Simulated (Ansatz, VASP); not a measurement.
**Ti: VASP beside Ansatz**

```
CELL_PARAMETERS angstrom
1.07414 2.68535 2.68535
2.68535 1.07414 2.68535
2.68535 2.68535 1.07414
ATOMIC_POSITIONS crystal
Ti 0.00000 0.00000 0.00000
```

Alike in both runs: task single point; functional PBEsol; k mesh 22 × 22 × 22; occupations gaussian, width 0.15 eV; no spin polarisation.

|  | VASP | Ansatz |
| --- | --- | --- |
| version | VASP 6.6.1 | Ansatz 0.2.0 |
| potentials or method | VASP PAW PBE potentials, release 64 (Ti_sv) | scalar-relativistic, plane waves, PAW |
| plane-wave cutoff (eV) | 520 | 420 |
| valence electrons in the cell | 12 | 12 |

Ansatz gave:

* gap on the k mesh at the Fermi level (eV): none
* pressure (GPa): 26.2
* largest component of the traceless stress (GPa): 26.62

Question: Which values does VASP return?

Answer: gap on the k mesh at the Fermi level (eV): none; pressure (GPa): 27.0; largest component of the traceless stress (GPa): 26.99.

A gap of «none» marks a metal or a gap that the smearing closes.

Caveats: so large a pressure means that the cell lies far from this level's equilibrium, or that cutoff or potentials fall short (VASP); the potentials were made for another functional, which shifts forces and pressure (VASP).
